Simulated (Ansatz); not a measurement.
# Barrier of one jump, H in C

Computed with DFT PBE, scalar-relativistic, plane waves, PAW (Ansatz). Run with 420 eV cutoff, 4×4×3 k-mesh, Gaussian smearing of 0.10 eV, no spin polarisation.

In a supercell of 28 host sites, interstitial H hops to an equivalent place, moving 1.81 Å between the relaxed ends. Climbing-image nudged elastic band at fixed cell with images 0 (start) to 4 (end), the path measured over all atoms, converged to 0.05 eV/Å; the order of the saddle wasn't checked, and the small cell leaves errors of about a tenth of an eV. Zero-point motion and tunnelling, which matter for H, are left out.

Command:

```bash
ansatz run input.yaml --threads 4 --pin off --max-ram 10240MiB --backend cpu --events-out ev --progress --plain --runs-dir out
```

Input:

```yaml
crystal:
  lattice:
    - [1.2332663983, -6.4082401833, 0.0]
    - [4.9330655932, 4.2721601222, 0.0]
    - [0.0, 0.0, 8.4654490661]
  atoms:
    - { symbol: C, position: [0.8544041874, 0.2613939247, 0.2501178804] }
    - { symbol: C, position: [0.4258383612, 0.1184968962, 0.2500969717] }
    - { symbol: C, position: [-0.0027009901, -0.0243519963, 0.2502864525] }
    - { symbol: C, position: [0.7115221279, 0.5470457983, 0.2501198865] }
    - { symbol: C, position: [0.2829575299, 0.4041980256, 0.2500492808] }
    - { symbol: C, position: [0.5686336964, 0.8327641974, 0.2502782249] }
    - { symbol: C, position: [0.1401231727, 0.6899062482, 0.2500130931] }
    - { symbol: C, position: [0.8643652079, 0.3149981744, 0.7385465997] }
    - { symbol: C, position: [0.4360121656, 0.1729336521, 0.7313625433] }
    - { symbol: C, position: [0.0132408473, 0.0348551427, 0.7437897582] }
    - { symbol: C, position: [0.7207570021, 0.5957489325, 0.7438551953] }
    - { symbol: C, position: [0.2939670116, 0.4592228711, 0.7385620843] }
    - { symbol: C, position: [0.5741274283, 0.8882336046, 0.7439377225] }
    - { symbol: C, position: [0.1497374943, 0.7445324185, 0.7385731188] }
    - { symbol: C, position: [0.6639178337, 0.3089555643, 0.2500752043] }
    - { symbol: C, position: [0.2353963812, 0.1661419961, 0.2500965518] }
    - { symbol: C, position: [0.8067766318, 0.0232908557, 0.250334314] }
    - { symbol: C, position: [0.5210364034, 0.5946547199, 0.2501587874] }
    - { symbol: C, position: [0.0925016609, 0.4518273889, 0.2499869069] }
    - { symbol: C, position: [0.3781725182, 0.88038973, 0.2501072004] }
    - { symbol: C, position: [0.9496360863, 0.7375100787, 0.2501198115] }
    - { symbol: C, position: [0.9104771328, 0.5512078923, 0.739156137] }
    - { symbol: C, position: [0.4844778334, 0.4109268685, 0.7363346552] }
    - { symbol: C, position: [0.0577848354, 0.269112668, 0.7390777635] }
    - { symbol: C, position: [0.7694023312, 0.8396175067, 0.7803844606] }
    - { symbol: C, position: [0.3398769276, 0.6985062434, 0.7391583722] }
    - { symbol: C, position: [0.6255755747, 0.1244906436, 0.7364162857] }
    - { symbol: C, position: [0.1980183007, 0.9833396088, 0.7363695721] }
    - { symbol: H, position: [0.7696724685, 0.8397930618, -0.0862988536] }
basis:
  ecutwfc: 420
  xc_grid: 2
kpoints:
  mp_grid: { grid: [4, 4, 3], shift: [0.0, 0.0, 0.0] }
hamiltonian:
  xc: pbe
scf:
  occupations: { method: gaussian, width: 0.1 }
output:
  forces: true
neb:
  images: 3
  f_tol: 0.05
  max_iterations: 70
  order_check: false
  final_atoms:
    - { symbol: C, position: [0.8506715694, 0.2613939247, 0.2561448047] }
    - { symbol: C, position: [0.4216910772, 0.1126104386, 0.2614268812] }
    - { symbol: C, position: [-0.0026988569, -0.0310907475, 0.2560622775] }
    - { symbol: C, position: [0.7070633635, 0.5421446828, 0.2614534003] }
    - { symbol: C, position: [0.2774615598, 0.397919986, 0.2614379157] }
    - { symbol: C, position: [0.5581877241, 0.8222877145, 0.2562102418] }
    - { symbol: C, position: [0.1354164058, 0.6842092051, 0.2686374567] }
    - { symbol: C, position: [0.8599064436, 0.3100970589, 0.7498801135] }
    - { symbol: C, position: [0.4313053987, 0.167236609, 0.7499869069] }
    - { symbol: C, position: [0.002794875, 0.0243786597, 0.7497217751] }
    - { symbol: C, position: [0.717024384, 0.5957489325, 0.7498821196] }
    - { symbol: C, position: [0.2884710415, 0.4529448315, 0.7499507192] }
    - { symbol: C, position: [0.5741295615, 0.8814948534, 0.7497135475] }
    - { symbol: C, position: [0.1455902102, 0.7386459609, 0.7499030283] }
    - { symbol: C, position: [0.6609514386, 0.3059349649, 0.260843863] }
    - { symbol: C, position: [0.2315516438, 0.1586366137, 0.2608416278] }
    - { symbol: C, position: [0.8020262402, 0.0175253505, 0.2196155394] }
    - { symbol: C, position: [0.5136437361, 0.5880301892, 0.2609222365] }
    - { symbol: C, position: [0.086950738, 0.4462159886, 0.2636653448] }
    - { symbol: C, position: [0.3734102707, 0.8738032483, 0.2636304279] }
    - { symbol: C, position: [0.9458529967, 0.7326522135, 0.2635837143] }
    - { symbol: C, position: [0.9075107377, 0.5481872929, 0.7499247957] }
    - { symbol: C, position: [0.4789269106, 0.4053154682, 0.7500130931] }
    - { symbol: C, position: [0.0503921681, 0.2624881372, 0.7498412126] }
    - { symbol: C, position: [0.7646519396, 0.8338520014, 0.749665686] }
    - { symbol: C, position: [0.3360321902, 0.691000861, 0.7499034482] }
    - { symbol: C, position: [0.6217924852, 0.1196327784, 0.7498801885] }
    - { symbol: C, position: [0.1932560532, 0.9767531272, 0.7498927996] }
    - { symbol: H, position: [0.8017561029, 1.0173497953, 0.0862988536] }
```

Course of the band:

```tsv
iteration	largest band force (eV/Å)	climbing image	energies over image 0 (eV)
1	1.124	none	0.000 1.017 1.568 1.017 0.000
2	2.683	none	0.000 0.337 1.379 0.337 0.000
3	1.995	none	0.000 0.122 1.288 0.122 0.000
4	4.238	none	0.000 0.287 1.032 0.287 0.000
5	0.777	none	0.000 0.035 0.897 0.035 0.000
6	0.483	2	0.000 0.038 0.823 0.038 0.000
7	0.054	2	0.000 0.016 0.785 0.016 0.000
8	0.100	2	0.000 0.009 0.776 0.009 0.000
9	0.035	2	0.000 0.006 0.775 0.006 0.000
```

Final band:

```tsv
image	path (Å)	E − E(0) (eV)	H x (Å)	H y (Å)	H z (Å)	force on H (eV/Å)
0	0.00	0.000	5.092	-1.345	-0.731	0.02
1	2.18	0.006	5.425	-1.143	-0.627	0.01
2	4.36	0.775	5.549	-1.068	-0.001	0.01
3	6.54	0.006	5.674	-0.993	0.627	0.01
4	8.72	0.000	6.007	-0.792	0.731	0.02
```

Barrier 0.78 eV. Time: 34 min on 4 threads of AMD EPYC (Zen 3), with other jobs on the host, peak memory 2.5 GiB.